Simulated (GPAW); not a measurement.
The system is CuO.

```
Cu O
1.0
     3.17550    0.00000    0.00000
     0.00000    3.17550    0.00000
     0.00000    0.00000    4.64953
Cu O
2 2
Direct
  0.00000 0.00000 0.00000
  0.50000 0.50000 0.00000
  0.50000 0.00000 0.26700
  0.00000 0.50000 0.73300
```

The cell was built by a generator and needn't be a form met in nature.

Base run:

| Item | Value |
| --- | --- |
| Program | GPAW 26.7.0 |
| Functional | PBE |
| Potentials or basis | GPAW PAW data sets (gpaw-data 1.2.1) |
| Cutoff | 800 eV |
| Basis | pw |
| k mesh | 8 × 8 × 6 |
| Occupations | fermi-dirac, width 0.05 eV |
| Spin | no spin polarisation |

Its results: band gap on the k mesh none (metal or under the smearing width); pressure 18.6 GPa; largest force 0.664 eV/Å.

Question: The run is repeated on the same cell with these changes: potentials or basis from GPAW PAW data sets (gpaw-data 1.2.1) to SG15 ONCV 1.2; cutoff from 800 eV to 1100 eV; valence electrons from 34 to 50. What comes out?

Answer: Band gap on the k mesh none (metal or under the smearing width); pressure 16.8 GPa; largest force 0.896 eV/Å.

Caveats: the run has no spin polarisation, though such a crystal can be magnetic; semilocal functionals often make such compounds metallic where correlation or magnetic order opens a gap, which also shifts bond lengths.

Not every run made on this cell is shown here.
